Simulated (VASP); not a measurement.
# Mo (I4/mmm) in VASP: a series of runs

One crystal, Mo, is run at these levels: PBEsol; tasks: single point.

All numbers are computed with VASP 6.6.1; they aren't measurements. Logs are shortened: lines on timing, memory, paths and dates and some standing lists are left out, and cuts for length are marked.

**1. The cell of the first run**

Symmetry: I4/mmm, No. 139, tetragonal system. The conventional cell has a = 2.891 Å, b = 2.891 Å, c = 3.142 Å, α = 90.00°, β = 90.00°, γ = 90.00°. Around Mo (site symmetry 4/mmm) lie 12 Mo at 2.58 to 2.89 Å.

This isn't the form of Mo at room conditions, which is bcc.

**2. Single point, PBEsol (strain -0.080 along x and y, +0.000 along z, atoms carried along)**

The input, INCAR:

```
ALGO = Fast
EDIFF = 1E-6
ENCUT = 520
GGA = PS
ISIF = 2
ISMEAR = 0
LASPH = T
LCHARG = F
LREAL = F
LWAVE = F
NBANDS = 13
NELM = 100
PREC = Accurate
SIGMA = 0.15
```

The input, KPOINTS:

```
k-points
0
Gamma
  22 22 22
```

The input, POSCAR:

```
Mo
1.0
   -1.4453200000      1.4453200000      1.5710000000
    1.4453200000     -1.4453200000      1.5710000000
    1.4453200000      1.4453200000     -1.5710000000
Mo
1
Direct
    0.0000000000      0.0000000000      0.0000000000
```

Potentials or basis: VASP PAW PBE potentials, release 64 (Mo_sv).

Launch:

```console
$ cat potpaw_PBE.64/Mo_sv/POTCAR > POTCAR
$ mpirun -np 1 vasp_std > vasp.out
```

OUTCAR:

```text
EDIFF = 1E-6
   ENCUT = 520
   GGA = PS
   ISIF = 2
   ISMEAR = 0
   LASPH = T
   LREAL = F
   NELM = 100
   PREC = Accurate

 ion  position               nearest neighbor table
   1  0.000  0.000  0.000-

  LATTYP: Found a body centered tetragonal cell.
 ALAT       =     2.8906400000
 C/A-ratio  =     1.0869565217

  Lattice vectors:

 A1 = (  -1.4453200000,   1.4453200000,   1.5710000000)
 A2 = (   1.4453200000,  -1.4453200000,   1.5710000000)
 A3 = (   1.4453200000,   1.4453200000,  -1.5710000000)

Analysis of symmetry for initial positions (statically):
=====================================================================
 Subroutine PRICEL returns:
 Original cell was already a primitive cell.

 Routine SETGRP: Setting up the symmetry group for a
 body centered tetragonal supercell.

 Subroutine GETGRP returns: Found 16 space group operations
 (whereof 16 operations were pure point group operations)
 out of a pool of 16 trial point group operations.

The static configuration has the point symmetry D_4h.

Analysis of symmetry for dynamics (positions and initial velocities):
=====================================================================
 Subroutine PRICEL returns:
 Original cell was already a primitive cell.

 Routine SETGRP: Setting up the symmetry group for a
 body centered tetragonal supercell.

 Subroutine GETGRP returns: Found 16 space group operations
 (whereof 16 operations were pure point group operations)
 out of a pool of 16 trial point group operations.

The dynamic configuration has the point symmetry D_4h.

 Subroutine INISYM returns: Found 16 space group operations
 (whereof 16 operations are pure point group operations),
 and found     1 'primitive' translations

----------------------------------------------------------------------------------------

                                     Primitive cell

  volume of cell :      13.1270

  direct lattice vectors                    reciprocal lattice vectors
    -1.445320000  1.445320000  1.571000000     0.000000000  0.345944151  0.318268619
     1.445320000 -1.445320000  1.571000000     0.345944151  0.000000000  0.318268619
     1.445320000  1.445320000 -1.571000000     0.345944151  0.345944151  0.000000000

  length of vectors
     2.577972227  2.577972227  2.577972227     0.470076876  0.470076876  0.489238910

  position of ions in fractional coordinates (direct lattice)
     0.000000000  0.000000000  0.000000000

  ion indices of the primitive-cell ions
   primitive index   ion index
                 1           1

----------------------------------------------------------------------------------------

 KPOINTS: k-points

Automatic generation of k-mesh.
 Grid dimensions read from file:
 generate k-points for:   22   22   22

 Generating k-lattice:

  Cartesian coordinates                     Fractional coordinates (reciprocal lattice)
     0.000000000  0.015724734  0.014466755     0.045454545  0.000000000 -0.000000000
     0.015724734  0.000000000  0.014466755     0.000000000  0.045454545 -0.000000000
     0.015724734  0.015724734  0.000000000     0.000000000  0.000000000  0.045454545

  Length of vectors
     0.021367131  0.021367131  0.022238132

  Shift w.r.t. Gamma in fractional coordinates (k-lattice)
     0.000000000  0.000000000  0.000000000

 Subroutine IBZKPT returns following result:
 ===========================================

 Found    834 irreducible k-points:

 Following reciprocal coordinates:
            Coordinates               Weight
  0.000000  0.000000  0.000000      1.000000
  0.045455  0.000000  0.000000      8.000000
  0.090909  0.000000  0.000000      8.000000
  0.136364  0.000000  0.000000      8.000000
  0.181818  0.000000 -0.000000      8.000000
  0.227273 -0.000000  0.000000      8.000000
[... 16 lines left out ...]
  0.500000  0.045455  0.000000     16.000000
 -0.454545  0.045455 -0.000000     16.000000
 [... further k-points ...]
   k-points           NKPTS =    834   k-points in BZ     NKDIM =    834   number of bands    NBANDS=     13
   number of dos      NEDOS =    301   number of ions     NIONS =      1
   total plane-waves  NPLWV =   8000
   dimension x,y,z NGX =    20 NGY =   20 NGZ =   20
   dimension x,y,z NGXF=    40 NGYF=   40 NGZF=   40
   ions per type =               1
   NGX,Y,Z   is equivalent  to a cutoff of  12.90, 12.90, 12.90 a.u.
   NGXF,Y,Z  is equivalent  to a cutoff of  25.79, 25.79, 25.79 a.u.
 SYSTEM =  unknown system
   PREC   = accura    normal or accurate (medium, high low for compatibility)
   ISTART =      0    job   : 0-new  1-cont  2-samecut
   ICHARG =      2    charge: 1-file 2-atom 10-const
   ISPIN  =      1    spin polarized calculation?
   LNONCOLLINEAR =      F non collinear calculations
   LSORBIT =      F    spin-orbit coupling
   LASPH  =      T    aspherical Exc in radial PAW
   ENCUT  =  520.0 eV  38.22 Ry    6.18 a.u.   4.79  4.79  4.79*2*pi/ulx,y,z
   NELM   =    100;   NELMIN=  2; NELMDL= -5     # of ELM steps
   EDIFF  = 0.1E-05   stopping-criterion for ELM
   LREAL  =      F    real-space projection
   EDIFFG = 0.1E-04   stopping-criterion for IOM
   NSW    =      0    number of steps for IOM
   IBRION =     -1    ionic relax: 0-MD 1-quasi-New 2-CG
   NFREE  =      0    steps in history (QN), initial steepest desc. (CG)
   ISIF   =      2    stress and relaxation
   ISYM   =      2    0-nonsym 1-usesym 2-fastsym
   POTIM  = 0.5000    time-step for ionic-motion
   TEBEG  =    0.0;   TEEND  =   0.0 temperature during run
   PSTRESS=    0.0 pullay stress
   NELECT =      14.0000    total number of electrons
   NUPDOWN=      -1.0000    fix difference up-down
   EMIN   =  10.00;   EMAX   =-10.00  energy-range for DOS
   EFERMI =   0.00;   METHOD = LEGACY
   ISMEAR =     0;   SIGMA  =   0.15  broadening in eV -4-tet -1-fermi 0-gaus
   EFERMI_NEDOS =   21; number of points for ismear=-14 and -15
   IALGO  =     68    algorithm
   IMIX   =      4    mixing-type and parameters
     AMIX     =   0.40;   BMIX     =  1.00
     AMIX_MAG =   1.60;   BMIX_MAG =  1.00
  volume/ion in A,a.u.               =      13.13        88.59
  Fermi-wavevector in a.u.,A,eV,Ry     =   1.672615  3.160785 38.064237  2.797643
  Thomas-Fermi vector in A             =   2.757731
   LORBIT       =      0    0 simple, 1 ext, 2 COOP (PROOUT), +10 PAW based schemes
   GGA     = PS    functional components
   LHFCALC =     F    Hartree Fock is set to
   AEXX    =    0.0000 exact exchange contribution
   IVDW    =     0    specifies the selected vdW correction
   LEPSILON=     F    determine dielectric tensor
   LRPA    =     F    only Hartree local field effects (RPA)
 non-spin polarized calculation
 RMM-DIIS sequential band-by-band and
 Gauss-broadening in eV      SIGMA  =   0.15
  energy-cutoff  :      520.00
  volume of cell :       13.13
 maximum number of plane-waves:       371
   NGX =  9   NGY =  9   NGZ =  9

 number of electron      14.0000003 magnetization

 Free energy of the ion-electron system (eV)
  ---------------------------------------------------
  ext. energy  EPLUGINS =         0.00000000
  ---------------------------------------------------
  free energy    TOTEN  =       -11.33067991 eV

  energy without entropy =      -11.32345925  energy(sigma->0) =      -11.32706958

 E-fermi :  15.5071     XC(G=0): -14.5390

 val. band max:       15.5028157733   @ k =  -0.0909  -0.1818   0.0455
 cond. band min:      15.5125386555   @ k =   0.4091   0.1364   0.0455
 fundamental gap:      0.0097228822
 Fermi energy:        15.5071275184

 k-point     1 :       0.0000    0.0000    0.0000
  band No.  band energies     occupation
      1     -45.8135      2.00000
      2     -18.5629      2.00000
      3     -18.5533      2.00000
      4     -18.5533      2.00000
      5       7.7361      2.00000
      6      13.4342      2.00000
      7      13.4342      2.00000
      8      14.5593      2.00000
      9      16.6030      0.00000
     10      18.1056      0.00000
     11      29.4168      0.00000
     12      31.1688      0.00000
     13      31.1688      0.00000

 k-point     2 :       0.0455    0.0000    0.0000
  band No.  band energies     occupation
      1     -45.8035      2.00000
      2     -18.6122      2.00000
      3     -18.5677      2.00000
      4     -18.5583      2.00000
      5       7.8472      2.00000
      6      13.4297      2.00000
      7      13.4630      2.00000
      8      14.5703      2.00000
      9      16.5364      0.00000
     10      18.0559      0.00000
     11      29.6222      0.00000
     12      31.3141      0.00000
     13      31.3536      0.00000

 k-point     3 :       0.0909    0.0000    0.0000
  band No.  band energies     occupation
      1     -45.7741      2.00000
      2     -18.7682      2.00000
      3     -18.6095      2.00000
      4     -18.5593      2.00000
      5       8.1654      2.00000
      6      13.4068      2.00000
      7      13.4799      2.00000
      8      14.6804      2.00000
      9      16.3725      0.00000
     10      17.9397      0.00000
     11      30.1422      0.00000
     12      31.7317      0.00000
     13      31.8967      0.00000

 k-point     4 :       0.1364    0.0000    0.0000
  band No.  band energies     occupation
      1     -45.7274      2.00000
      2     -19.0101      2.00000
      3     -18.6748      2.00000
      4     -18.5606      2.00000
      5       8.6408      2.00000
      6      13.3534      2.00000
      7      13.3615      2.00000
      8      15.0321      1.99999
      9      16.2094      0.00000
     10      17.8174      0.00000
     11      30.7126      0.00000
     12      32.3557      0.00000
     13      32.7680      0.00000

 k-point     5 :       0.1818    0.0000   -0.0000
  band No.  band energies     occupation
      1     -45.6669      2.00000
      2     -19.3137      2.00000
      3     -18.7577      2.00000
      4     -18.5622      2.00000
      5       9.1730      2.00000
      6      13.1110      2.00000
      7      13.3106      2.00000
      8      15.6426      0.20166
      9      16.1498      0.00000
     10      17.7330      0.00000
     11      30.9813      0.00000
     12      33.0378      0.00000
     13      33.9275      0.00000
[... 257 lines left out ...]
 k-point    22 :       0.4545    0.0455    0.0000
  band No.  band energies     occupation
      1     -45.2952      2.00000
      2     -20.9478      2.00000
      3     -19.2419      2.00000
      4     -18.5916      2.00000
      5       9.1759      2.00000
      6      11.6279      2.00000
      7      16.6089      0.00000
      8      17.1997      0.00000
      9      18.8604      0.00000
     10      21.5994      0.00000
     11      27.9421      0.00000
     12      29.8640      0.00000
     13      35.5213      0.00000

 k-point    23 :       0.5000    0.0455    0.0000
  band No.  band energies     occupation
      1     -45.2944      2.00000
      2     -20.9512      2.00000
      3     -19.2410      2.00000
      4     -18.5943      2.00000
      5       9.1735      2.00000
      6      11.6219      2.00000
      7      16.4243      0.00000
      8      17.4516      0.00000
      9      18.8660      0.00000
     10      21.5786      0.00000
     11      27.9483      0.00000
     12      29.7846      0.00000
     13      35.5410      0.00000

 k-point    24 :      -0.4545    0.0455   -0.0000
  band No.  band energies     occupation
      1     -45.3151      2.00000
      2     -20.8672      2.00000
      3     -19.2135      2.00000
      4     -18.5962      2.00000
      5       9.2659      2.00000
      6      11.6919      2.00000
      7      16.1278      0.00000
      8      17.3166      0.00000
      9      18.7219      0.00000
     10      21.0631      0.00000
     11      28.1678      0.00000
     12      30.2048      0.00000
     13      36.2630      0.00000

 [... further k-points ...]

------------------------ aborting loop because EDIFF is reached ----------------------------------------

  FORCE on cell =-STRESS in cart. coord.  units (eV):
  Direction    XX          YY          ZZ          XY          YZ          ZX
  --------------------------------------------------------------------------------------
  -------------------------------------------------------------------------------------
  Total        5.9353255      5.9353255      3.2518888      0.0000000      0.0000000     -0.0000000
  in kB      724.4208196    724.4208196    396.9008895      0.0000000      0.0000000     -0.0000000
  external PRESSURE =     615.2475096 kB  Pullay stress =       0.0000000 kB

 VOLUME and BASIS-vectors are now :
 -----------------------------------------------------------------------------
  energy-cutoff  :      520.00
  volume of cell :       13.13
      direct lattice vectors                 reciprocal lattice vectors
    -1.445320000  1.445320000  1.571000000     0.000000000  0.345944151  0.318268619
     1.445320000 -1.445320000  1.571000000     0.345944151  0.000000000  0.318268619
     1.445320000  1.445320000 -1.571000000     0.345944151  0.345944151  0.000000000

 POSITION                                       TOTAL-FORCE (eV/Angst)
 -----------------------------------------------------------------------------------
      0.00000      0.00000      0.00000        -0.000000     -0.000000     -0.000000
 -----------------------------------------------------------------------------------
    total drift:                                0.000000     -0.000000      0.000000

  FREE ENERGIE OF THE ION-ELECTRON SYSTEM (eV)
  ---------------------------------------------------
  free  energy   TOTEN  =       -11.3306799143 eV

  energy  without entropy=      -11.3234592479  energy(sigma->0) =      -11.32706958
```

Run time: 50 s. Hardware: 1 thread of Intel Xeon 6975P-C (Granite Rapids), shared host; peak memory 0.23 GiB.

Results:

```yaml
Free_energy: -11.3307 eV
Pressure: 61.5 GPa
Band_gap_on_the_k_mesh: none (metal or under the smearing width)
```

Stress tensor (GPa, compression positive):
```
72.44  0.00  0.00
 0.00 72.44  0.00
 0.00  0.00 39.69
```

Levels at points of the mesh, in eV from the Fermi level:
```tsv
k point	band 4	band 5	band 6	band 7	band 8	band 9	band 10	band 11
(0.00, 0.00, 0.00)	-34.06	-7.77	-2.07	-2.07	-0.95	1.10	2.60	13.91
(0.50, 0.00, 0.00)	-34.08	-6.43	-3.91	1.13	2.22	3.13	5.94	12.24
(0.50, 0.50, 0.00)	-34.22	-6.67	-5.12	3.03	3.11	3.45	6.28	12.29
(0.50, 0.50, 0.50)	-35.53	-7.12	-6.84	4.85	5.24	5.24	9.11	11.24
```

Caveat: the cell as given lies far from equilibrium; so large a pressure means that the cell lies far from this level's equilibrium, or that cutoff or potentials fall short; the potentials were made for another functional, which shifts forces and pressure.

**3. Single point, PBEsol (strain +0.080 along x and y, -0.080 along z, atoms carried along)**

The input, INCAR:

```
PREC     = Accurate       # precision mode
ENCUT    = 520            # plane-wave cutoff, eV
EDIFF    = 1E-6           # SCF threshold, eV
ISMEAR   = 0              # smearing method
SIGMA    = 0.15           # smearing width, eV
LREAL    = False          # projectors in reciprocal space
LASPH    = True           # aspherical terms in the spheres
NELM     = 100            # most SCF steps
ALGO     = Fast           # electronic algorithm
ISIF     = 2              # what is computed and relaxed
LWAVE    = False          # write WAVECAR
LCHARG   = False          # write CHGCAR
GGA      = PS             # functional
NBANDS   = 13             # bands
```

The input, KPOINTS:

```
regular mesh
0
Gamma
  22 22 22
```

The input, POSCAR:

```
Mo
1.0
   -1.6966800000      1.6966800000      1.4453200000
    1.6966800000     -1.6966800000      1.4453200000
    1.6966800000      1.6966800000     -1.4453200000
Mo
1
Direct
    0.0000000000      0.0000000000      0.0000000000
```

Potentials or basis: VASP PAW PBE potentials, release 64 (Mo_sv).

Launch:

```console
$ cat potpaw_PBE.64/Mo_sv/POTCAR > POTCAR
$ mpirun -np 1 vasp_std > vasp.out
```

It took 60 s on 1 thread of Intel Xeon 6975P-C (Granite Rapids), shared host; peak memory 0.28 GiB.

Results (log left out):

```yaml
Free_energy: -11.4893 eV
Pressure: -16.0 GPa
Band_gap_on_the_k_mesh: none (metal or under the smearing width)
```

Stress tensor (GPa, compression positive):
```
-26.04   0.00   0.00
  0.00 -26.04   0.00
  0.00   0.00   4.00
```

Levels at points of the mesh, in eV from the Fermi level:
```tsv
k point	band 4	band 5	band 6	band 7	band 8	band 9	band 10	band 11
(0.00, 0.00, 0.00)	-34.35	-6.94	-2.16	-0.27	-0.27	0.28	2.54	14.05
(0.50, 0.00, 0.00)	-34.57	-4.90	-3.49	1.44	2.05	3.57	4.32	11.44
(0.50, 0.50, 0.00)	-34.45	-4.76	-1.55	0.14	0.75	1.56	4.28	9.90
(0.50, 0.50, 0.50)	-34.90	-5.05	-4.69	3.72	3.72	4.15	7.32	7.32
```

Caveat: so large a pressure means that the cell lies far from this level's equilibrium, or that cutoff or potentials fall short; the potentials were made for another functional, which shifts forces and pressure.
